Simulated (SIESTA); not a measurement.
Ge:

```
CELL_PARAMETERS angstrom
0.00000 2.82891 2.82891
2.82891 0.00000 2.82891
2.82891 2.82891 0.00000
ATOMIC_POSITIONS crystal
Ge 0.75000 0.75000 0.75000
Ge 0.50000 0.50000 0.50000
```

| Property | Result |
| --- | --- |
| Program | SIESTA 5.4.2 |
| Task | relaxation of cell and atoms |
| Functional | PBE |
| Potentials or basis | SPMS 1.0 (PBE files) or PseudoDojo by element |
| Basis | DZP (energy shift 0.003 Ry; two zetas on semicore shells) |
| Grid cutoff | 800 Ry |
| Energy shift | 0.003 Ry |
| k mesh | 6 × 6 × 6 |
| Occupations | fermi-dirac, width 0.05 eV |
| Spin | no spin polarisation |

At the start: pressure 4.9 GPa; volume 22.64 Å³/atom.

How do energy, volume and symmetry change on relaxing?

Over 4 steps the energy falls by 21.8 meV/atom and the volume is 24.17 Å³/atom (+6.8 %); space group Fd-3m (No. 227, to 0.05 Å).

Step by step:
```tsv
step	energy change (eV)	largest force (eV/Å)	pressure (GPa)	volume (Å³)
1	0.0000	0.0001	4.89	45.28
2	-0.0178	0.0001	3.61	45.95
3	-0.0431	0.0002	0.45	48.02
4	-0.0436	0.0002	0.04	48.34
```

Final structure:
```
Ge
1.0
     0.00007    2.89139    2.89139
     2.89139    0.00007    2.89139
     2.89139    2.89139    0.00007
Ge
2
Direct
  0.75000 0.75000 0.75000
  0.50000 0.50000 0.50000
```

Caveat: the basis of atomic orbitals isn't converged, which shifts pressures, moduli and gaps.
